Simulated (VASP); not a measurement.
# Si: an input that fails (molecular dynamics with a thermostat)

Si, P6/mmm (no. 191), 12 atoms in the cell.

INCAR:
```
SYSTEM = Si
  ALGO = Fast
  EDIFF = 1E-5
  ENCUT = 250
  GGA = PE
  IBRION = 0
  ISIF = 2
  ISMEAR = -1
  ISYM = 0
  KPAR = 4
  LASPH = .True.
  LCHARG = .False.
  LREAL = Auto
  LWAVE = .False.
  MDALGO = 7
  NELM = 60
  NELMIN = 4
  NSW = 99
  POTIM = 2.0
  PREC = Normal
  RANDOM_SEED = 403988 0 0
  SIGMA = 0.05
  TEBEG = 300
  TEEND = 300
```

KPOINTS:
```
k-points
0
Gamma
  2 3 3
```

POSCAR:
```
Si
1.0
    7.8616284447      0.0000000000      0.0000000000
   -2.6205428150      4.5389132988      0.0000000000
    0.0000000000      0.0000000000      4.9327087800
Si
12
Direct
    0.0000000000      0.0000000000      0.0000000000
    0.0000000000      0.0000000000      0.5000000000
    0.0000000000      0.5000000000      0.0000000000
    0.0000000000      0.5000000000      0.5000000000
    0.3333333333      0.0000000000      0.0000000000
    0.3333333333      0.0000000000      0.5000000000
    0.3333333333      0.5000000000      0.0000000000
    0.3333333333      0.5000000000      0.5000000000
    0.6666666667      0.0000000000      0.0000000000
    0.6666666667      0.0000000000      0.5000000000
    0.6666666667      0.5000000000      0.0000000000
    0.6666666667      0.5000000000      0.5000000000
```

Commands:
```
cat potpaw_PBE.64/Si/POTCAR > POTCAR
mpirun -np 4 vasp_std > vasp.out
```

VASP stops with:
```
invalid value of MDALGO: ---->  I REFUSE TO CONTINUE WITH THIS SICK JOB ... BYE!!! <----
```

Cause: unknown MDALGO.
